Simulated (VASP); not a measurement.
# Si (P6_3/mmc) in VASP: a series of runs

The runs below take Si through single point, with LDA.

Program: VASP 6.6.1. These are calculated values, not measurements. Logs are shortened: lines on timing, memory, paths and dates and some standing lists are left out, and cuts for length are marked.

### 1 The cell of the first run

Symmetry: P6_3/mmc, No. 194, hexagonal system. The conventional cell has a = 2.799 Å, b = 2.799 Å, c = 4.506 Å, α = 90.00°, β = 90.00°, γ = 120.00°. Around Si (site symmetry -6m2) lie 12 Si at 2.77 to 2.80 Å.

This isn't the form of Si at room conditions, which is diamond.

### 2 Single point, LDA (strain +0.050 along x and y, +0.000 along z, atoms carried along)

Contents of INCAR:

```
ALGO     = Normal         # electronic algorithm
EDIFF    = 1E-7           # SCF threshold, eV
ENCUT    = 520            # plane-wave cutoff, eV
ISIF     = 2              # what is computed and relaxed
ISMEAR   = 0              # smearing method
LASPH    = True           # aspherical terms in the spheres
LCHARG   = False          # write CHGCAR
LREAL    = False          # projectors in reciprocal space
LWAVE    = False          # write WAVECAR
NBANDS   = 11             # bands
NELM     = 100            # most SCF steps
PREC     = Accurate       # precision mode
SIGMA    = 0.15           # smearing width, eV
```

Contents of KPOINTS:

```
k-points
0
Gamma
  21 21 10
```

Contents of POSCAR:

```
Si
1.0
    2.7988563849      0.0000000000      0.0000000000
   -1.3994281924      2.4238807308      0.0000000000
    0.0000000000      0.0000000000      4.5062692700
Si
2
Direct
    0.3333333333      0.6666666667      0.2500000000
    0.6666666667      0.3333333333      0.7500000000
```

Potentials or basis: VASP PAW LDA potentials, release 64 (Si).

Launch:

```bash
$ cat potpaw_LDA.64/Si/POTCAR > POTCAR
$ mpirun -np 1 vasp_std > vasp.out
```

OUTCAR:

```text
EDIFF = 1E-7
   ENCUT = 520
   ISIF = 2
   ISMEAR = 0
   LASPH = True
   LREAL = False
   NELM = 100
   PREC = Accurate

 ion  position               nearest neighbor table
   1  0.333  0.667  0.250-   2 2.77   2 2.77   2 2.77   2 2.77   2 2.77   2 2.77
   2  0.667  0.333  0.750-   1 2.77   1 2.77   1 2.77   1 2.77   1 2.77   1 2.77

  LATTYP: Found a hexagonal cell.
 ALAT       =     2.7988563849
 C/A-ratio  =     1.6100394769

  Lattice vectors:

 A1 = (   2.7988563849,   0.0000000000,   0.0000000000)
 A2 = (  -1.3994281924,   2.4238807308,   0.0000000000)
 A3 = (   0.0000000000,   0.0000000000,   4.5062692700)

Analysis of symmetry for initial positions (statically):
=====================================================================
 Subroutine PRICEL returns:
 Original cell was already a primitive cell.

 Routine SETGRP: Setting up the symmetry group for a
 hexagonal supercell.

 Subroutine GETGRP returns: Found 24 space group operations
 (whereof 12 operations were pure point group operations)
 out of a pool of 24 trial point group operations.

The static configuration has the point symmetry D_3d.
 The point group associated with its full space group is D_6h.

Analysis of symmetry for dynamics (positions and initial velocities):
=====================================================================
 Subroutine PRICEL returns:
 Original cell was already a primitive cell.

 Routine SETGRP: Setting up the symmetry group for a
 hexagonal supercell.

 Subroutine GETGRP returns: Found 24 space group operations
 (whereof 12 operations were pure point group operations)
 out of a pool of 24 trial point group operations.

The dynamic configuration has the point symmetry D_3d.
 The point group associated with its full space group is D_6h.

 Subroutine INISYM returns: Found 24 space group operations
 (whereof 12 operations are pure point group operations),
 and found     1 'primitive' translations

----------------------------------------------------------------------------------------

                                     Primitive cell

  volume of cell :      30.5710

  direct lattice vectors                    reciprocal lattice vectors
     2.798856385  0.000000000  0.000000000     0.357288786  0.206280777  0.000000000
    -1.399428192  2.423880731  0.000000000     0.000000000  0.412561554  0.000000000
     0.000000000  0.000000000  4.506269270     0.000000000  0.000000000  0.221913059

  length of vectors
     2.798856385  2.798856385  4.506269270     0.412561554  0.412561554  0.221913059

  position of ions in fractional coordinates (direct lattice)
     0.333333333  0.666666667  0.250000000
     0.666666667  0.333333333  0.750000000

  ion indices of the primitive-cell ions
   primitive index   ion index
                 1           1
                 2           2

----------------------------------------------------------------------------------------

 KPOINTS: k-points

Automatic generation of k-mesh.
 Grid dimensions read from file:
 generate k-points for:   21   21   10

 Generating k-lattice:

  Cartesian coordinates                     Fractional coordinates (reciprocal lattice)
     0.017013752  0.009822894  0.000000000     0.047619048 -0.000000000  0.000000000
     0.000000000  0.019645788  0.000000000     0.000000000  0.047619048  0.000000000
     0.000000000  0.000000000  0.022191306     0.000000000  0.000000000  0.100000000

  Length of vectors
     0.019645788  0.019645788  0.022191306

  Shift w.r.t. Gamma in fractional coordinates (k-lattice)
     0.000000000  0.000000000  0.000000000

 Subroutine IBZKPT returns following result:
 ===========================================

 Found    288 irreducible k-points:

 Following reciprocal coordinates:
            Coordinates               Weight
  0.000000  0.000000  0.000000      1.000000
  0.047619  0.000000  0.000000      6.000000
  0.095238  0.000000  0.000000      6.000000
  0.142857  0.000000  0.000000      6.000000
  0.190476  0.000000  0.000000      6.000000
  0.238095  0.000000  0.000000      6.000000
[... 16 lines left out ...]
  0.142857  0.095238  0.000000     12.000000
  0.190476  0.095238  0.000000     12.000000
 [... further k-points ...]
   k-points           NKPTS =    288   k-points in BZ     NKDIM =    288   number of bands    NBANDS=     11
   number of dos      NEDOS =    301   number of ions     NIONS =      2
   total plane-waves  NPLWV =  20736
   dimension x,y,z NGX =    24 NGY =   24 NGZ =   36
   dimension x,y,z NGXF=    48 NGYF=   48 NGZF=   72
   ions per type =               2
   NGX,Y,Z   is equivalent  to a cutoff of  14.26, 14.26, 13.28 a.u.
   NGXF,Y,Z  is equivalent  to a cutoff of  28.51, 28.51, 26.56 a.u.
 SYSTEM =  unknown system
   PREC   = accura    normal or accurate (medium, high low for compatibility)
   ISTART =      0    job   : 0-new  1-cont  2-samecut
   ICHARG =      2    charge: 1-file 2-atom 10-const
   ISPIN  =      1    spin polarized calculation?
   LNONCOLLINEAR =      F non collinear calculations
   LSORBIT =      F    spin-orbit coupling
   LASPH  =      T    aspherical Exc in radial PAW
   ENCUT  =  520.0 eV  38.22 Ry    6.18 a.u.   5.20  5.20  8.38*2*pi/ulx,y,z
   NELM   =    100;   NELMIN=  2; NELMDL= -5     # of ELM steps
   EDIFF  = 0.1E-06   stopping-criterion for ELM
   LREAL  =      F    real-space projection
   EDIFFG = 0.1E-05   stopping-criterion for IOM
   NSW    =      0    number of steps for IOM
   IBRION =     -1    ionic relax: 0-MD 1-quasi-New 2-CG
   NFREE  =      0    steps in history (QN), initial steepest desc. (CG)
   ISIF   =      2    stress and relaxation
   ISYM   =      2    0-nonsym 1-usesym 2-fastsym
   POTIM  = 0.5000    time-step for ionic-motion
   TEBEG  =    0.0;   TEEND  =   0.0 temperature during run
   PSTRESS=    0.0 pullay stress
   NELECT =       8.0000    total number of electrons
   NUPDOWN=      -1.0000    fix difference up-down
   EMIN   =  10.00;   EMAX   =-10.00  energy-range for DOS
   EFERMI =   0.00;   METHOD = LEGACY
   ISMEAR =     0;   SIGMA  =   0.15  broadening in eV -4-tet -1-fermi 0-gaus
   EFERMI_NEDOS =   21; number of points for ismear=-14 and -15
   IALGO  =     38    algorithm
   IMIX   =      4    mixing-type and parameters
     AMIX     =   0.40;   BMIX     =  1.00
     AMIX_MAG =   1.60;   BMIX_MAG =  1.00
  volume/ion in A,a.u.               =      15.29       103.15
  Fermi-wavevector in a.u.,A,eV,Ry     =   1.047133  1.978794 14.918617  1.096487
  Thomas-Fermi vector in A             =   2.182000
   LORBIT       =      0    0 simple, 1 ext, 2 COOP (PROOUT), +10 PAW based schemes
   GGA     = CA    functional components
   LHFCALC =     F    Hartree Fock is set to
   AEXX    =    0.0000 exact exchange contribution
   IVDW    =     0    specifies the selected vdW correction
   LEPSILON=     F    determine dielectric tensor
   LRPA    =     F    only Hartree local field effects (RPA)
 non-spin polarized calculation
 Gauss-broadening in eV      SIGMA  =   0.15
  energy-cutoff  :      520.00
  volume of cell :       30.57
 maximum number of plane-waves:       837
 NGX is ok and might be reduce to    24
   NGX = 11   NGY = 11   NGZ = 17

 number of electron       8.0000000 magnetization

 Free energy of the ion-electron system (eV)
  ---------------------------------------------------
  ext. energy  EPLUGINS =         0.00000000
  ---------------------------------------------------
  free energy    TOTEN  =       -10.99800217 eV

  energy without entropy =      -10.98730035  energy(sigma->0) =      -10.99265126

 E-fermi :   9.3710     XC(G=0): -11.0458

 val. band max:        9.3697875063   @ k =   0.3333   0.2381   0.3000
 cond. band min:       9.3777202909   @ k =   0.1905   0.1905   0.3000
 fundamental gap:      0.0079327846
 Fermi energy:         9.3710457356

 k-point     1 :       0.0000    0.0000    0.0000
  band No.  band energies     occupation
      1      -4.4896      2.00000
      2       2.1564      2.00000
      3       2.9214      2.00000
      4      16.7713      0.00000
      5      16.7713      0.00000
      6      18.4001      0.00000
      7      18.4001      0.00000
      8      20.1653      0.00000
      9      20.9238      0.00000
     10      21.1389      0.00000
     11      22.3208      0.00000

 k-point     2 :       0.0476    0.0000    0.0000
  band No.  band energies     occupation
      1      -4.4339      2.00000
      2       2.2115      2.00000
      3       2.9740      2.00000
      4      15.9624      0.00000
      5      16.3673      0.00000
      6      18.2656      0.00000
      7      18.7991      0.00000
      8      20.0600      0.00000
      9      21.2290      0.00000
     10      21.3744      0.00000
     11      21.9832      0.00000

 k-point     3 :       0.0952    0.0000    0.0000
  band No.  band energies     occupation
      1      -4.2666      2.00000
      2       2.3765      2.00000
      3       3.1316      2.00000
      4      14.4075      0.00000
      5      15.6505      0.00000
      6      17.7459      0.00000
      7      19.3457      0.00000
      8      19.6583      0.00000
      9      20.1569      0.00000
     10      21.7781      0.00000
     11      21.9216      0.00000

 k-point     4 :       0.1429    0.0000    0.0000
  band No.  band energies     occupation
      1      -3.9883      2.00000
      2       2.6510      2.00000
      3       3.3940      2.00000
      4      12.6994      0.00000
      5      14.9331      0.00000
      6      17.0560      0.00000
      7      18.7138      0.00000
      8      18.8008      0.00000
      9      19.3838      0.00000
     10      22.2750      0.00000
     11      22.3176      0.00000

 k-point     5 :       0.1905    0.0000    0.0000
  band No.  band energies     occupation
      1      -3.5994      2.00000
      2       3.0341      2.00000
      3       3.7606      2.00000
      4      10.9865      0.00000
      5      14.2798      0.00000
      6      16.2474      0.00000
      7      17.3477      0.00000
      8      17.5517      0.00000
      9      19.0354      0.00000
     10      21.9967      0.00000
     11      22.1124      0.00000
[... 211 lines left out ...]
 k-point    21 :       0.4762    0.0476    0.0000
  band No.  band energies     occupation
      1       1.2135      2.00000
      2       2.0552      2.00000
      3       7.9693      2.00000
      4       8.0836      2.00000
      5       8.1319      2.00000
      6       9.6749      0.00418
      7      11.4570      0.00000
      8      15.4659      0.00000
      9      16.8818      0.00000
     10      19.0267      0.00000
     11      21.7486      0.00000

 k-point    22 :       0.0952    0.0952    0.0000
  band No.  band energies     occupation
      1      -3.8215      2.00000
      2       2.8154      2.00000
      3       3.5513      2.00000
      4      12.5244      0.00000
      5      13.2360      0.00000
      6      17.9251      0.00000
      7      18.2626      0.00000
      8      18.4136      0.00000
      9      19.6851      0.00000
     10      20.2340      0.00000
     11      21.3915      0.00000

 k-point    23 :       0.1429    0.0952    0.0000
  band No.  band energies     occupation
      1      -3.4330      2.00000
      2       3.1979      2.00000
      3       3.9175      2.00000
      4      11.0519      0.00000
      5      12.3221      0.00000
      6      16.8067      0.00000
      7      17.3476      0.00000
      8      17.6732      0.00000
      9      19.0987      0.00000
     10      20.3387      0.00000
     11      21.0819      0.00000

 k-point    24 :       0.1905    0.0952    0.0000
  band No.  band energies     occupation
      1      -2.9349      2.00000
      2       3.6878      2.00000
      3       4.3867      2.00000
      4       9.4392      0.52038
      5      11.6729      0.00000
      6      15.3990      0.00000
      7      16.0763      0.00000
      8      17.1800      0.00000
      9      18.4962      0.00000
     10      19.5005      0.00000
     11      22.2970      0.00000

 [... further k-points ...]

------------------------ aborting loop because EDIFF is reached ----------------------------------------

  FORCE on cell =-STRESS in cart. coord.  units (eV):
  Direction    XX          YY          ZZ          XY          YZ          ZX
  --------------------------------------------------------------------------------------
  -------------------------------------------------------------------------------------
  Total       -1.5790601     -1.5790601     -1.2336421     -0.0000000     -0.0000000      0.0000000
  in kB      -82.7561441    -82.7561441    -64.6533100     -0.0000000     -0.0000000      0.0000000
  external PRESSURE =     -76.7218661 kB  Pullay stress =       0.0000000 kB

 VOLUME and BASIS-vectors are now :
 -----------------------------------------------------------------------------
  energy-cutoff  :      520.00
  volume of cell :       30.57
      direct lattice vectors                 reciprocal lattice vectors
     2.798856385  0.000000000  0.000000000     0.357288786  0.206280777  0.000000000
    -1.399428192  2.423880731  0.000000000     0.000000000  0.412561554  0.000000000
     0.000000000  0.000000000  4.506269270     0.000000000  0.000000000  0.221913059

 POSITION                                       TOTAL-FORCE (eV/Angst)
 -----------------------------------------------------------------------------------
     -0.00000      1.61592      1.12657         0.000000     -0.000000      0.000000
      1.39943      0.80796      3.37970        -0.000000      0.000000      0.000000
 -----------------------------------------------------------------------------------
    total drift:                               -0.000000      0.000000      0.000000

  FREE ENERGIE OF THE ION-ELECTRON SYSTEM (eV)
  ---------------------------------------------------
  free  energy   TOTEN  =       -10.9980021666 eV

  energy  without entropy=      -10.9873003511  energy(sigma->0) =      -10.99265126
```

Run time: 1.7 min. Hardware: 1 thread of AMD EPYC 7R43 (Zen 3), shared host; peak memory 0.15 GiB.

Results:

| Property | Result |
| --- | --- |
| Free energy | -10.9980 eV |
| Pressure | -7.7 GPa |
| Band gap on the k mesh | none (metal or under the smearing width) |

### 3 Single point, LDA (strain -0.050 along x and y, +0.025 along z, atoms carried along)

Contents of INCAR:

```
SYSTEM = Si
PREC     = Accurate       ! precision mode
ENCUT    = 520            ! plane-wave cutoff, eV
EDIFF    = 1E-7           ! SCF threshold, eV
ISMEAR   = 0              ! smearing method
SIGMA    = 0.15           ! smearing width, eV
LREAL    = .FALSE.        ! projectors in reciprocal space
LASPH    = .TRUE.         ! aspherical terms in the spheres
NELM     = 100            ! most SCF steps
ALGO     = Normal         ! electronic algorithm
ISIF     = 2              ! what is computed and relaxed
LWAVE    = .FALSE.        ! write WAVECAR
LCHARG   = .FALSE.        ! write CHGCAR
NBANDS   = 11             ! bands
```

Contents of KPOINTS:

```
Automatic mesh
0
G
  21 21 10
  0 0 0
```

Contents of POSCAR:

```
Si
1.0
    2.5322986339      0.0000000000      0.0000000000
   -1.2661493170      2.1930349470      0.0000000000
    0.0000000000      0.0000000000      4.6189260017
Si
2
Direct
    0.3333333333      0.6666666667      0.2500000000
    0.6666666667      0.3333333333      0.7500000000
```

Potentials or basis: VASP PAW LDA potentials, release 64 (Si).

Launch:

```bash
$ cat potpaw_LDA.64/Si/POTCAR > POTCAR
$ mpirun -np 1 vasp_std > vasp.out
```

Wall time 71 s (1 thread of AMD EPYC 7R43 (Zen 3), shared host); peak memory 0.13 GiB.

The run converged. Its results:

```yaml
Free_energy: -11.0113 eV
Pressure: 9.2 GPa
Band_gap_on_the_k_mesh: none (metal or under the smearing width)
```

Stress tensor (GPa, compression positive):
```
11.62  0.00  0.00
 0.00 11.62  0.00
 0.00  0.00  4.34
```

Levels at points of the mesh, in eV from the Fermi level:
```csv
k point,band 2,band 3,band 4,band 5,band 6,band 7
"(0.00, 0.00, 0.00)",-9.60,-8.19,9.22,9.62,11.07,11.07
"(0.00, 0.00, 0.50)",-13.92,-0.84,-0.84,12.39,12.39,12.39
```

### 4 Single point, LDA (strain +0.050 along x and y, -0.050 along z, atoms carried along)

Contents of INCAR:

```
SYSTEM = Si
PREC     = Accurate       ! precision mode
ENCUT    = 520            ! plane-wave cutoff, eV
EDIFF    = 1E-6           ! SCF threshold, eV
ISMEAR   = 0              ! smearing method
SIGMA    = 0.15           ! smearing width, eV
LREAL    = .False.        ! projectors in reciprocal space
LASPH    = .True.         ! aspherical terms in the spheres
NELM     = 100            ! most SCF steps
ALGO     = Normal         ! electronic algorithm
ISIF     = 2              ! what is computed and relaxed
LWAVE    = .False.        ! write WAVECAR
LCHARG   = .False.        ! write CHGCAR
GGA      = CA             ! functional
NBANDS   = 11             ! bands
```

Contents of KPOINTS:

```
regular mesh
0
Gamma
  21 21 10
  0 0 0
```

Contents of POSCAR:

```
Si
1.0
    2.7988563849      0.0000000000      0.0000000000
   -1.3994281924      2.4238807308      0.0000000000
    0.0000000000      0.0000000000      4.2809558065
Si
2
Direct
    0.3333333333      0.6666666667      0.2500000000
    0.6666666667      0.3333333333      0.7500000000
```

Launch:

```bash
$ cat potpaw_LDA.64/Si/POTCAR > POTCAR
$ mpirun -np 1 vasp_std > vasp.out
```

Run time: 88 s. Hardware: 1 thread of AMD EPYC 7R43 (Zen 3), shared host; peak memory 0.14 GiB.

The run converged. Its results:

```yaml
Free_energy: -11.0452 eV
Pressure: -3.8 GPa
Band_gap_on_the_k_mesh: none (metal or under the smearing width)
```

Stress tensor (GPa, compression positive):
```
-4.93  0.00  0.00
 0.00 -4.93  0.00
 0.00  0.00 -1.43
```

Levels at points of the mesh, in eV from the Fermi level:
| k point | band 2 | band 3 | band 4 | band 5 | band 6 | band 7 |
| --- | --- | --- | --- | --- | --- | --- |
| (0.00, 0.00, 0.00) | -6.63 | -6.53 | 6.91 | 6.91 | 8.67 | 8.67 |
| (0.00, 0.00, 0.50) | -12.38 | 2.65 | 2.65 | 8.42 | 8.42 | 8.42 |

### 5 Overview

```tsv
cell	gap on the mesh (eV)	pressure (GPa)
strain +0.050 along x and y, +0.000 along z, atoms carried along	none	-7.7
strain -0.050 along x and y, +0.025 along z, atoms carried along	none	9.2
strain +0.050 along x and y, -0.050 along z, atoms carried along	none	-3.8
```

Alike in all rows: task single point; level LDA; potentials or basis VASP PAW LDA potentials, release 64 (Si); no spin polarisation; k mesh 21 × 21 × 10; cutoff (eV) 520; smearing gaussian 0.15 eV.

Absolute energies hang on the potentials; compare differences alone.
